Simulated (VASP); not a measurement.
Runs of VASP 6.6.1 on MnS. The structure is cubic, space group F-43m (No. 216). Conventional cell: a = 4.947 Å, b = 4.947 Å, c = 4.947 Å, α = 90.00°, β = 90.00°, γ = 90.00°. Around Mn (site symmetry -43m) lie 4 S at 2.14 Å. Around S (site symmetry -43m) lie 4 Mn at 2.14 Å. The cell is a database's computed one.

| task | level | potentials or basis | U | cell | cutoff (eV) | smearing | ladder | gap on the mesh (eV) | pressure (GPa) | moment (μB) |
| --- | --- | --- | --- | --- | --- | --- | --- | --- | --- | --- |
| single point | PBEsol | VASP PAW PBE potentials, release 64 (Mn_pv, S) | - | atoms moved at random, drawn with an rms of 0.05 Å | 520 | fermi-dirac 0.05 eV | free | none | -1.8 | 0.23 |
| density of states | PBE+TS-HI+U | VASP PAW PBE potentials, release 64 (Mn, S) | Mn d U = 4 eV | as given | 500 | gaussian 0.05 eV | - | none | 45.7 | 4.33 |
| single point | PBEsol | VASP PAW PBE potentials, release 64 (Mn_pv, S) | - | as given | 520 | fermi-dirac 0.05 eV | free | none | -2.8 | 0.23 |
| single point | PBE | VASP PAW PBE potentials, release 64 (Mn_pv, S) | - | as given | 520 | gaussian 0.05 eV | - | none | 3.0 | (a) |

Alike in all rows: spin collinear, ferromagnetic start; k mesh 9 × 9 × 9.

Problem. Fill in the values left out.

Solution. (a) 0.24.

Caveats: the moment fell far below its start of 4 μB, so a state of higher moment may lie lower in energy (some runs); semilocal functionals often make such compounds metallic where correlation or magnetic order opens a gap, which also shifts bond lengths (some runs); the PAW data sets were made with another functional, which shifts forces and pressure a little (some runs); a pressure of tens of GPa on the cell as given is suspect, and the run, the potentials or the cell itself is likely at fault (some runs); a cell with one magnetic atom can't hold antiferromagnetic order, which such compounds often take (some runs); pairwise dispersion overbinds metals, which lowers pressure and volume (some runs).

A gap of «none» marks a metal or a gap under the smearing width.

The runs don't all hold the same shells in valence.
